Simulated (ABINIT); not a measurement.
# LiCl (Fm-3m): G0W0 with ABINIT, start to end, part 2 of 3

Aim: the G0W0 gap of LiCl (Fm-3m) on LDA, step by step.

ABINIT 10.8.3; LDA and many-body steps on it, plane waves. Known limits of the many-body steps: not at the basis limit; coarse k mesh.

So far. Step 2 (Ground state): The gap is direct, at Γ.

The database entry behind the starting cell differs from later determinations by our own check (0.1 to 0.3 % short, probably kX units), so it need not match the best structure at ambient conditions.

**3. Bands along the symmetry lines**

Level of this step: DFT, LDA, plane waves, norm-conserving pseudopotentials (ABINIT).

Levels along a band path, at the cheap level, show where the edges lie and whether the meshes to come will hold them.

run.abi

```
acell 3*1.0 Angstrom
rprim 
  0.000000000000 2.564770000000 2.564770000000
  2.564770000000 0.000000000000 2.564770000000
  2.564770000000 2.564770000000 0.000000000000
ntypat 2
znucl 3 17
natom 2
typat 1 2
xred 
  0.000000000000 0.000000000000 0.000000000000
  0.500000000000 0.500000000000 0.500000000000
pp_dirpath "pseudos"
pseudos "Li.upf, Cl.upf"
ecut 33
iscf -2
irdden 1
kptopt 0
nkpt 50
kpt 
  0.00000000 0.00000000 0.00000000
  0.06250000 0.00000000 0.06250000
  0.12500000 0.00000000 0.12500000
  0.18750000 0.00000000 0.18750000
  0.25000000 0.00000000 0.25000000
  0.31250000 0.00000000 0.31250000
  0.37500000 0.00000000 0.37500000
  0.43750000 0.00000000 0.43750000
  0.50000000 0.00000000 0.50000000
  0.51562500 0.03125000 0.51562500
  0.53125000 0.06250000 0.53125000
  0.54687500 0.09375000 0.54687500
  0.56250000 0.12500000 0.56250000
  0.57812500 0.15625000 0.57812500
  0.59375000 0.18750000 0.59375000
  0.60937500 0.21875000 0.60937500
  0.62500000 0.25000000 0.62500000
  0.37500000 0.37500000 0.75000000
  0.32812500 0.32812500 0.65625000
  0.28125000 0.28125000 0.56250000
  0.23437500 0.23437500 0.46875000
  0.18750000 0.18750000 0.37500000
  0.14062500 0.14062500 0.28125000
  0.09375000 0.09375000 0.18750000
  0.04687500 0.04687500 0.09375000
  0.00000000 0.00000000 0.00000000
  0.06250000 0.06250000 0.06250000
  0.12500000 0.12500000 0.12500000
  0.18750000 0.18750000 0.18750000
  0.25000000 0.25000000 0.25000000
  0.31250000 0.31250000 0.31250000
  0.37500000 0.37500000 0.37500000
  0.43750000 0.43750000 0.43750000
  0.50000000 0.50000000 0.50000000
  0.50000000 0.46875000 0.53125000
  0.50000000 0.43750000 0.56250000
  0.50000000 0.40625000 0.59375000
  0.50000000 0.37500000 0.62500000
  0.50000000 0.34375000 0.65625000
  0.50000000 0.31250000 0.68750000
  0.50000000 0.28125000 0.71875000
  0.50000000 0.25000000 0.75000000
  0.50000000 0.21875000 0.71875000
  0.50000000 0.18750000 0.68750000
  0.50000000 0.15625000 0.65625000
  0.50000000 0.12500000 0.62500000
  0.50000000 0.09375000 0.59375000
  0.50000000 0.06250000 0.56250000
  0.50000000 0.03125000 0.53125000
  0.50000000 0.00000000 0.50000000
istwfk *1
nband 12
nbdbuf 2
tolwfr 1e-08
nstep 40
prtwf 0
prtvol 0
indata_prefix "in"
outdata_prefix "out"
tmpdata_prefix "tmp"
```

The run is started by

```sh
$ OMP_NUM_THREADS=1 mpirun -n 4 abinit run.abi > log
```

Numbers of over 12 decimals in the logs are rounded to 6 here.

The log of the run:

```text
.Version 10.8.3 of ABINIT. v10.8.2 released Aug 2026.

 Symmetries : space group Fm -3 m (#225); Bravais cF (face-center cubic)
[... echo of the input left out ...]
== DATASET  1 ==================================================================
-   mpi_nproc: 4, omp_nthreads: 1 (-1 if OMP is not activated)

--- !DatasetInfo
iteration_state: {dtset: 1, }
dimensions: {natom: 2, nkpt: 50, mband: 12, nsppol: 1, nspinor: 1, nspden: 1, mpw: 2085, }
cutoff_energies: {ecut:  33.0, pawecutdg:  -1.0, }
electrons: {nelect:   1.00000000E+01, charge:   0.00000000E+00, occopt:   1.00000000E+00, tsmear:   1.00000000E-02, }

 Real(R)+Recip(G) space primitive vectors, cartesian coordinates (Bohr,Bohr^-1):
 R(1)=  0.0000000  4.8467129  4.8467129  G(1)= -0.1031627  0.1031627  0.1031627
 R(2)=  4.8467129  0.0000000  4.8467129  G(2)=  0.1031627 -0.1031627  0.1031627
 R(3)=  4.8467129  4.8467129  0.0000000  G(3)=  0.1031627  0.1031627 -0.1031627
 Unit cell volume ucvol=  2.2770464E+02 bohr^3
 Angles (23,13,12)=  6.00000000E+01  6.00000000E+01  6.00000000E+01 degrees

 getcut: wavevector=  0.0000  0.0000  0.0000  ngfft=  36  36  36
         ecut(hartree)=     33.000   => boxcut(ratio)=   2.03104

--- Pseudopotential description ------------------------------------------------
- Li Generated using ONCVPSP code by D. R. Hamann
-  3.00000   3.00000  180309                  znucl, zion, pspdat
12 -1012 1 -1 1944                            pspcod,pspxc,lmax,lloc,mmax
     nproj     2     2     0
  pspatm : epsatm=    2.61415252
         --- l  ekb(1:nproj) -->
             0   -4.854561   -1.448487
             1   -2.179236   -0.444438
 pspatm: atomic psp has been read  and splines computed

- Cl Generated using ONCVPSP code by D. R. Hamann
- 17.00000   7.00000  180309                  znucl, zion, pspdat
12 -1012 2 -1 1016                            pspcod,pspxc,lmax,lloc,mmax
     nproj     2     2     2
  pspatm : epsatm=    8.88507506
         --- l  ekb(1:nproj) -->
             0    8.195043    0.715728
[...]
pspatm: atomic psp has been read  and splines computed

--------------------------------------------------------------------------------

================================================================================
 prteigrs : about to open file out_EIG
 Non-SCF case, kpt    1 (  0.00000  0.00000  0.00000), residuals and eigenvalues=
  7.96E-09  7.21E-09  1.41E-09  2.55E-09  5.12E-09  2.96E-09  4.89E-09  7.49E-09
  7.85E-09  6.22E-09  4.06E-05  3.70E-06
 -1.5565E+00 -4.8741E-01  3.0188E-03  3.0188E-03  3.0188E-03  2.2311E-01
  4.2866E-01  4.2866E-01  4.2866E-01  5.2225E-01  5.2314E-01  5.2502E-01
 Non-SCF case, kpt    2 (  0.06250  0.00000  0.06250), residuals and eigenvalues=
  4.23E-09  6.60E-09  1.71E-09  1.17E-09  6.35E-09  1.48E-09  6.60E-09  6.27E-09
  5.81E-09  2.73E-09  3.35E-05  7.15E-09
 -1.5565E+00 -4.8643E-01 -1.8612E-03  1.1805E-03  1.1805E-03  2.3014E-01
[...]
Non-SCF case, kpt    3 (  0.12500  0.00000  0.12500), residuals and eigenvalues=
  1.18E-09  7.93E-09  5.43E-09  1.04E-09  2.69E-09  1.02E-09  7.59E-09  6.80E-09
  5.09E-09  6.46E-09  2.11E-04  1.39E-08
[...]
Non-SCF case, kpt   49 (  0.50000  0.03125  0.53125), residuals and eigenvalues=
[...]
Non-SCF case, kpt   50 (  0.50000  0.00000  0.50000), residuals and eigenvalues=
[...]
-1.5563E+00 -4.5657E-01 -1.0689E-01 -3.8766E-02 -3.8766E-02  2.8169E-01
  2.9533E-01  4.4743E-01  5.0772E-01  5.0772E-01  6.0771E-01  6.6064E-01

--- !ResultsGS
iteration_state: {dtset: 1, }
comment   : Summary of ground state results
lattice_vectors:
- [  0.0000000,   4.8467129,   4.8467129, ]
- [  4.8467129,   0.0000000,   4.8467129, ]
- [  4.8467129,   4.8467129,   0.0000000, ]
lattice_lengths: [   6.85429,    6.85429,    6.85429, ]
lattice_angles: [ 60.000,  60.000,  60.000, ] # degrees, (23, 13, 12)
lattice_volume:   2.2770464E+02
convergence: {deltae:  0.000E+00, res2:  0.000E+00, residm:  9.875E-09, diffor:  0.000E+00, }
etotal    :  -2.36532230E+01
entropy   :   0.00000000E+00
fermie    :   3.01875738E-03
cartesian_stress_tensor: null
pressure_GPa: null
xred      :
- [  0.0000E+00,   0.0000E+00,   0.0000E+00, Li]
- [  5.0000E-01,   5.0000E-01,   5.0000E-01, Cl]
cartesian_forces: null
force_length_stats: {min: null, max: null, mean: null, }

 Integrated electronic density in atomic spheres:
 ------------------------------------------------
 Atom  Sphere_radius  Integrated_density
[...]
================================================================================

 ----iterations are completed or convergence reached----

 Mean square residual over all n,k,spin=   47.210E-10; max=  98.754E-10
 reduced coordinates (array xred) for    2 atoms
       0.000000000000      0.000000000000      0.000000000000
       0.500000000000      0.500000000000      0.500000000000

 cartesian coordinates (angstrom) at end:
[...]
length scales=  1.889726125908  1.889726125908  1.889726125908 bohr
              =  1.000000000000  1.000000000000  1.000000000000 angstroms
 prteigrs : about to open file out_EIG
 Eigenvalues (hartree) for nkpt=  50  k points:
 kpt#   1, nband= 12, wtk=  1.00000, kpt=  0.0000  0.0000  0.0000 (reduced coord)
[...]
kpt#   2, nband= 12, wtk=  1.00000, kpt=  0.0625  0.0000  0.0625 (reduced coord)
[...]
kpt#   3, nband= 12, wtk=  1.00000, kpt=  0.1250  0.0000  0.1250 (reduced coord)
[...]
kpt#  49, nband= 12, wtk=  1.00000, kpt=  0.5000  0.0313  0.5313 (reduced coord)
  -1.55634   -0.45659   -0.10639   -0.03966   -0.03870    0.28279    0.29700    0.44598
   0.50009    0.50875    0.61496    0.65947
 kpt#  50, nband= 12, wtk=  1.00000, kpt=  0.5000  0.0000  0.5000 (reduced coord)
  -1.55634   -0.45657   -0.10689   -0.03877   -0.03877    0.28169    0.29533    0.44743
   0.50772    0.50772    0.60771    0.66064

== END DATASET(S) ==============================================================
================================================================================

 -outvars: echo values of variables after computation  --------
            nband          12
             nkpt          50
          spgroup         225
 [... the other variables as echoed above ...]

 Calculation completed.
```

The job ended after 4.9 s (4 MPI ranks of Intel Xeon Platinum 8488C (Sapphire Rapids), shared host; peak memory 0.29 GiB).

This step gave:

| Item | Value |
| --- | --- |
| gap | 5.985 eV |
| k of the valence top | 0.0938, 0.0938, 0.1875 |
| k of the conduction bottom | 0, 0, 0 |
| least direct gap | 5.989 eV |

The gap is 5.985 eV, −0.004 eV from the run before at this level.

Electronic bands along the path, in eV, zero at the top of the highest filled band; v1 is the highest filled band, c1 the lowest empty one:

```tsv
point	v4	v3	v2	v1	c1	c2	c3	c4
Γ	-13.35	0.00	0.00	0.00	5.99	11.58	11.58	11.58
halfway	-12.97	-1.57	-0.61	-0.61	8.24	9.21	9.39	12.16
X	-12.51	-2.99	-1.14	-1.14	7.58	7.95	12.09	13.73
halfway	-12.51	-2.89	-1.37	-1.07	7.69	8.41	11.79	12.76
U	-12.54	-2.57	-1.84	-0.86	7.75	9.63	11.11	11.39
jump to K	-12.54	-2.57	-1.84	-0.86	7.75	9.63	11.11	11.39
halfway	-12.96	-1.77	-0.90	-0.09	7.60	9.76	10.00	10.56
Γ	-13.35	0.00	0.00	0.00	5.99	11.58	11.58	11.58
halfway	-13.07	-1.64	-0.14	-0.14	6.87	10.33	10.33	10.65
L	-12.76	-2.90	-0.26	-0.26	6.39	9.14	9.14	12.66
halfway	-12.65	-2.62	-1.36	-0.60	7.87	9.00	10.19	11.43
W	-12.52	-2.20	-2.20	-1.09	9.26	9.77	10.11	10.11
halfway	-12.51	-2.78	-1.49	-1.12	8.06	8.62	11.50	11.80
X	-12.51	-2.99	-1.14	-1.14	7.58	7.95	12.09	13.73
```

The electronic bands as a text plot (rows in eV, shown from -8.0 to 11.7 only):

```
   11.2 |++++     +     +++      +++++++++++ ++       ++    ++
   10.4 |  +++             ++++++++++    ++++         +++++++
    9.6 |    +++++       ++   +++++          ++++ ++++   ++++
    8.8 |       ++     ++                        ++++++++  +++
    8.0 |     +++++++++++++++++++                     +      ++++
    7.1 |    +                   ++        ++++     ++
    6.3 |++++                      ++++++++    +++++
    5.5 |
    4.7 |
    3.9 |
    3.1 |
    2.2 |
    1.4 |
    0.6 |
   -0.2 |*******            ***************************
   -1.0 |    *  ************  *******      *         ************
   -1.9 |     ****      *********           ***        *******
   -2.7 |         *********                    **********  ******
   -3.5 |
   -4.3 |
   -5.1 |
   -6.0 |
   -6.8 |
   -7.6 |
         Γ           X  U|K            Γ         L        W     X
```

**4. Empty states on the mesh, 4×4×4 mesh, 48 bands**

The sums over transitions need many empty states on a uniform mesh; this step solves for them.

run.abi

```
acell 3*1.0 Angstrom
rprim 
  0.000000000000 2.564770000000 2.564770000000
  2.564770000000 0.000000000000 2.564770000000
  2.564770000000 2.564770000000 0.000000000000
ntypat 2
znucl 3 17
natom 2
typat 1 2
xred 
  0.000000000000 0.000000000000 0.000000000000
  0.500000000000 0.500000000000 0.500000000000
pp_dirpath "pseudos"
pseudos "Li.upf, Cl.upf"
ecut 33
ngkpt 4 4 4
nshiftk 1
shiftk 0 0 0
kptopt 1
chksymbreak 0
iscf -2
irdden 1
istwfk *1
nband 48
nbdbuf 4
tolwfr 1e-09
nstep 60
prtvol 0
indata_prefix "in"
outdata_prefix "out"
tmpdata_prefix "tmp"
```

The log of the run:

```text
.Version 10.8.3 of ABINIT. v10.8.2 released Aug 2026.

 Symmetries : space group Fm -3 m (#225); Bravais cF (face-center cubic)
[... echo of the input left out ...]
== DATASET  1 ==================================================================
-   mpi_nproc: 4, omp_nthreads: 1 (-1 if OMP is not activated)

--- !DatasetInfo
iteration_state: {dtset: 1, }
dimensions: {natom: 2, nkpt: 8, mband: 48, nsppol: 1, nspinor: 1, nspden: 1, mpw: 2085, }
cutoff_energies: {ecut:  33.0, pawecutdg:  -1.0, }
electrons: {nelect:   1.00000000E+01, charge:   0.00000000E+00, occopt:   1.00000000E+00, tsmear:   1.00000000E-02, }

 Real(R)+Recip(G) space primitive vectors, cartesian coordinates (Bohr,Bohr^-1):
 R(1)=  0.0000000  4.8467129  4.8467129  G(1)= -0.1031627  0.1031627  0.1031627
 R(2)=  4.8467129  0.0000000  4.8467129  G(2)=  0.1031627 -0.1031627  0.1031627
 R(3)=  4.8467129  4.8467129  0.0000000  G(3)=  0.1031627  0.1031627 -0.1031627
 Unit cell volume ucvol=  2.2770464E+02 bohr^3
 Angles (23,13,12)=  6.00000000E+01  6.00000000E+01  6.00000000E+01 degrees

 getcut: wavevector=  0.0000  0.0000  0.0000  ngfft=  36  36  36
         ecut(hartree)=     33.000   => boxcut(ratio)=   2.03104

--- Pseudopotential description ------------------------------------------------
- Li Generated using ONCVPSP code by D. R. Hamann
-  3.00000   3.00000  180309                  znucl, zion, pspdat
12 -1012 1 -1 1944                            pspcod,pspxc,lmax,lloc,mmax
     nproj     2     2     0
  pspatm : epsatm=    2.61415252
         --- l  ekb(1:nproj) -->
             0   -4.854561   -1.448487
             1   -2.179236   -0.444438
 pspatm: atomic psp has been read  and splines computed

- Cl Generated using ONCVPSP code by D. R. Hamann
- 17.00000   7.00000  180309                  znucl, zion, pspdat
12 -1012 2 -1 1016                            pspcod,pspxc,lmax,lloc,mmax
     nproj     2     2     2
  pspatm : epsatm=    8.88507506
         --- l  ekb(1:nproj) -->
             0    8.195043    0.715728
[...]
pspatm: atomic psp has been read  and splines computed

--------------------------------------------------------------------------------

================================================================================
 prteigrs : about to open file out_EIG
 Non-SCF case, kpt    1 (  0.00000  0.00000  0.00000), residuals and eigenvalues=
  6.56E-10  7.56E-10  5.74E-11  2.15E-10  8.38E-10  7.35E-11  3.32E-10  5.55E-10
  8.44E-10  4.48E-11  1.35E-10  3.04E-10  7.33E-11  3.43E-10  5.23E-10  6.33E-11
  1.14E-10  1.21E-10  7.92E-10  2.10E-11  1.05E-10  5.24E-10  1.62E-10  1.87E-10
[...]
-1.5565E+00 -4.8741E-01  3.0188E-03  3.0188E-03  3.0188E-03  2.2311E-01
  4.2866E-01  4.2866E-01  4.2866E-01  5.2225E-01  5.2225E-01  5.2225E-01
  5.2505E-01  5.2505E-01  5.9545E-01  9.7871E-01  1.0866E+00  1.0866E+00
[...]
2.0258E+00  2.0258E+00  2.0258E+00  2.0687E+00  2.0965E+00  2.0965E+00
  2.0965E+00  2.1330E+00  2.1330E+00  2.1330E+00  2.2110E+00  2.2110E+00
 prteigrs : prtvol=0 or 1, do not print more k-points.

--- !ResultsGS
iteration_state: {dtset: 1, }
comment   : Summary of ground state results
lattice_vectors:
- [  0.0000000,   4.8467129,   4.8467129, ]
- [  4.8467129,   0.0000000,   4.8467129, ]
- [  4.8467129,   4.8467129,   0.0000000, ]
lattice_lengths: [   6.85429,    6.85429,    6.85429, ]
lattice_angles: [ 60.000,  60.000,  60.000, ] # degrees, (23, 13, 12)
lattice_volume:   2.2770464E+02
convergence: {deltae:  0.000E+00, res2:  0.000E+00, residm:  9.890E-10, diffor:  0.000E+00, }
etotal    :  -2.36532230E+01
entropy   :   0.00000000E+00
fermie    :   3.01875738E-03
cartesian_stress_tensor: null
pressure_GPa: null
xred      :
- [  0.0000E+00,   0.0000E+00,   0.0000E+00, Li]
- [  5.0000E-01,   5.0000E-01,   5.0000E-01, Cl]
cartesian_forces: null
force_length_stats: {min: null, max: null, mean: null, }

 Integrated electronic density in atomic spheres:
 ------------------------------------------------
 Atom  Sphere_radius  Integrated_density
[...]
================================================================================

 ----iterations are completed or convergence reached----

 Mean square residual over all n,k,spin=   35.898E-11; max=  98.904E-11
 reduced coordinates (array xred) for    2 atoms
       0.000000000000      0.000000000000      0.000000000000
       0.500000000000      0.500000000000      0.500000000000

 cartesian coordinates (angstrom) at end:
    1      0.000000     0.000000     0.000000
    2      2.564770     2.564770     2.564770
 length scales=  1.889726125908  1.889726125908  1.889726125908 bohr
              =  1.000000000000  1.000000000000  1.000000000000 angstroms
 prteigrs : about to open file out_EIG
 Eigenvalues (hartree) for nkpt=   8  k points:
 kpt#   1, nband= 48, wtk=  0.01563, kpt=  0.0000  0.0000  0.0000 (reduced coord)
[...]
1.67013    1.79402    1.79402    1.79402    2.02579    2.02579    2.02579    2.06867
   2.09653    2.09653    2.09653    2.13303    2.13303    2.13303    2.21099    2.21101
 prteigrs : prtvol=0 or 1, do not print more k-points.

== END DATASET(S) ==============================================================
================================================================================

 -outvars: echo values of variables after computation  --------
            nband          48
             nkpt           8
          spgroup         225
 [... the other variables as echoed above ...]

 Calculation completed.
```

It took 4.8 s on 4 MPI ranks; peak memory 0.28 GiB; 19 s of CPU time.

Numbers from this step:

```yaml
gap: 5.989 eV
k_of_the_valence_top: 0, 0, 0
k_of_the_conduction_bottom: 0, 0, 0
least_direct_gap: 5.989 eV
k_points_computed: 8
lowest_point_of_the_top_converged_band_above_the_valence_top: 56.9298 eV
```

On this mesh the gap is 5.989 eV.

**5. Screening, 4×4×4 mesh, 44 bands, screening to 108.8 eV**

The RPA dielectric matrix is built and inverted for each q.

This step: RPA screening on LDA, plane waves, norm-conserving pseudopotentials.

Changes to run.abi since step 4:

```diff
@@ -20,10 +20,11 @@
 chksymbreak 0
-iscf -2
-irdden 1
 istwfk *1
-nband 48
-nbdbuf 4
-tolwfr 1e-09
-nstep 60
-prtvol 0
+occopt 1
+irdwfk 1
+optdriver 3
+nband 44
+ecuteps 4
+inclvkb 2
+awtr 1
+symchi 1
 indata_prefix "in"
```

The log of the run:

```text
.Version 10.8.3 of ABINIT. v10.8.2 released Aug 2026.

 Symmetries : space group Fm -3 m (#225); Bravais cF (face-center cubic)
[... echo of the input left out ...]
== DATASET  1 ==================================================================
-   mpi_nproc: 4, omp_nthreads: 1 (-1 if OMP is not activated)

--- !DatasetInfo
iteration_state: {dtset: 1, }
dimensions: {natom: 2, nkpt: 8, mband: 44, nsppol: 1, nspinor: 1, nspden: 1, mpw: 2085, }
cutoff_energies: {ecut:  33.0, pawecutdg:  -1.0, }
electrons: {nelect:   1.00000000E+01, charge:   0.00000000E+00, occopt:   1.00000000E+00, tsmear:   1.00000000E-02, }

 SCREENING: Calculation of the susceptibility and dielectric matrices

 Based on a program developped by R.W. Godby, V. Olevano, G. Onida, and L. Reining.
 Incorporated in ABINIT by V. Olevano, G.-M. Rignanese, and M. Torrent.
.Using double precision arithmetic ; gwpc =  8

[... cell and pseudopotentials left out ...]
--------------------------------------------------------------------------------

 ==== K-mesh for the wavefunctions ====
 Number of points in the irreducible wedge :     8
[... list of points left out ...]
 Together with 48 symmetry operations and time-reversal symmetry
 yields    64 points in the full Brillouin Zone.

 ==== Q-mesh for the screening function ====
 Number of points in the irreducible wedge :     8
[... list of points left out ...]
 Together with 48 symmetry operations and time-reversal symmetry
 yields    64 points in the full Brillouin Zone.

 setmesh: FFT mesh size selected  =    24x   24x   24
          total number of points  =        13824

 vcoul_init : cutoff-mode = AUXILIARY_FUNCTION
 q-points for optical limit:   1
     1)      0.000010    0.000020    0.000030

- screening: taking advantage of time-reversal symmetry
- Maximum band index for partially occupied states nbvw = 5
- Remaining bands to be divided among processors   nbcw = 39
- Number of bands treated by each node ~9

 Number of electrons calculated from density =   10.0000; Expected =   10.0000
 average of density, n =  0.043917
 r_s =    1.7583
 omega_plasma =   20.2148 [eV]

 calculating chi0 at frequencies [eV] :
  1    0.000000E+00    0.000000E+00
  2    0.000000E+00    2.021481E+01

--------------------------------------------------------------------------------
  q-point number  1        q = ( 0.000000, 0.000000, 0.000000) [r.l.u.]
--------------------------------------------------------------------------------
[... chi0 elements left out ...]
 For q-point:  0.000010 0.000020 0.000030
  dielectric constant =   3.0036
  dielectric constant without local fields =   3.5172

  Average fulfillment of the sum rule on Im[epsilon] for q-point    1 :     62.39  [%]
[... wings left out ...]
  q-point number  2        q = ( 0.250000, 0.000000, 0.000000) [r.l.u.]
--------------------------------------------------------------------------------
[... chi0 elements left out ...]
  Average fulfillment of the sum rule on Im[epsilon] for q-point    2 :     75.25  [%]

 [... 6 further q-points ...]
```

Wall time 4 s (4 MPI ranks); peak memory 0.43 GiB; 15 s of CPU time.

Numbers from this step:

```
ε∞ with local fields, on this mesh, along the program's q direction : 3.004
the same without local fields                                       : 3.517
plasma frequency                                                    : 20.21 eV
plane waves in the screening matrix                                 : 89
```

Local fields lower ε∞ by 15 %. On a Γ-centred mesh this coarse the value itself is usually too large, while a short band sum pulls it down.

(Part 2 of 3 ends here.)

[Paths, hosts, dates, memory and timing lines, banners, echoed tables and standing remarks are left out of the program output.]

[Logs are printed without paths, hosts, clocks, repeated set-up lines and the standing remarks that a program may print on its own settings, such as how far it seeks lower states.]

[Runs of the session that timed out or met a known fault of the program may be left out.]

[Hosts, paths, dates, database ids (printed as entryN), source tags and the programs' standing remarks are cut or masked in the printed files.]

[G0W0 gaps are taken among the corrected bands and points alone; a level outside them can change the order at an edge.]

[Where Ansatz stands beside ABINIT at settings called matched, ABINIT's density can come from a denser mesh and the files from another edition; pairs whose starting gaps differed by over 0.03 eV were left out, so agreement reads better than it is.]
